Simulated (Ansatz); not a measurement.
TaN, DFT, PBEsol, PAW with Ansatz's default frozen-core files, scalar-relativistic (Ansatz 0.2.0), run on 1 thread of Arm Neoverse V2 on a shared host.

The cell is COD entry 2310957, as deposited and not checked against the literature; nothing was relaxed. The listed cell was then made from it by scaling, straining or moving an atom.

Command: `ansatz run input.yaml --threads 1 --pin off --max-ram 3072MiB --backend cpu --events-out ev --progress --plain --runs-dir out`

```yaml
crystal:
  lattice:
    - [0.0, 2.15721, 2.179]
    - [2.15721, 0.0, 2.179]
    - [2.15721, 2.15721, 0.0]
  atoms:
    - { symbol: Ta, position: [0.5, 0.5, 0.5] }
    - { symbol: "N", position: [0.0, 0.0, 0.0] }
kpoints:
  mp_grid: { grid: [9, 9, 9] }
scf:
  occupations: { method: fermi_dirac, width: 0.02 }
hamiltonian:
  xc: pbesol
  pseudopotentials: { kind: paw }
output:
  forces: true
  stress: true
  eigenvalues: true
  efg: { contact_densities: true }
  write_density: true
  write_potential: true
  elf: true
  volumetric_format: npy
```

(1) How large is the problem that the program sets up?

(2) About how long does it take, and how much memory does it use?

(3) And the same cell and mesh by all-electron PAW (datasets made for this crystal), asked for forces, stress, eigenvalues, efg, on the same hardware?

## Answers

(1) 75 irreducible k-points, 403 plane waves at Γ, 13 bands.

(2) 3.3 s of wall time for 6 SCF iterations, with a peak of 0.36 GiB. Times on shared machines scatter by tens of per cent.

(3) 15 s, peak memory 0.59 GiB.
